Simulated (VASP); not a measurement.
Here is a VASP 6.6.1 calculation.

The input INCAR:

```
SYSTEM = Hf
  PREC = Accurate
  ENCUT = 520
  EDIFF = 1E-7
  ISMEAR = -1
  SIGMA = 0.05
  LREAL = .False.
  LASPH = .True.
  NELM = 60
  ALGO = Normal
  ISIF = 2
  LWAVE = .False.
  LCHARG = .False.
  GGA = PE
  NBANDS = 11
```

KPOINTS

```
regular mesh
0
Gamma
  10 10 10
  0 0 0
```

File POSCAR:

```
Hf
1.0
   -1.8404011445      1.8404011445      1.8404011445
    1.8404011445     -1.8404011445      1.8404011445
    1.8404011445      1.8404011445     -1.8404011445
Hf
1
Direct
    0.0000000000      0.0000000000      0.0000000000
```

Potentials or basis: VASP PAW PBE potentials, release 64 (Hf_pv).

Launch:

```bash
$ cat potpaw_PBE.64/Hf_pv/POTCAR > POTCAR
$ mpirun -np 1 vasp_std > vasp.out
```

Problem. What does it give for the band gap on the k mesh?

Solution. None (metal or under the smearing width).

Problem. Predict the pressure.

Solution. -9.6 GPa.

Spin-orbit coupling is left out, which matters for the levels of Hf.
